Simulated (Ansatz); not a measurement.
Pt: relaxed-ion elastic tensor

These are results of Ansatz 0.2.0, DFT PBE, scalar-relativistic, plane waves, PAW, not measurements. Plane waves to 420 eV; Γ-centred k mesh 20×20×20; Fermi-Dirac smearing of 0.15 eV. No spin polarisation.

The cell, relaxed at this level:
```xyz
1
Lattice="0.0000 1.9871 1.9871 1.9871 0.0000 1.9871 1.9871 1.9871 0.0000" Properties=species:S:1:pos:R:3 pbc="T T T"
Pt    0.0000    0.0000    0.0000
```

In a metal, frequencies and elastic constants depend on the k mesh and the smearing, soft modes and shear constants most. Spin–orbit coupling is left out, which can shift energies with elements as heavy as these.

Task: Give the relaxed-ion elastic constants (GPa, Voigt order xx yy zz yz xz xy, on the axes of the cell above).

Result:
```
305.1 213.8 213.8   0.0   0.0   0.0
213.8 305.1 213.8   0.0   0.0   0.0
213.8 213.8 305.1   0.0   0.0   0.0
  0.0   0.0   0.0  78.6   0.0   0.0
  0.0   0.0   0.0   0.0  78.6   0.0
  0.0   0.0   0.0   0.0   0.0  78.6
```

Task: Is the crystal stable against homogeneous strain?

Result: Yes: the least eigenvalue of the tensor is 78.6 GPa.

Task: And the moduli of a polycrystal (Hill averages)?

Result: B = 244 GPa, G = 63 GPa, E = 175 GPa, ν = 0.38.

Cost: 1 run of about 1.2 core-minutes, on Arm Neoverse V2 (shared hosts).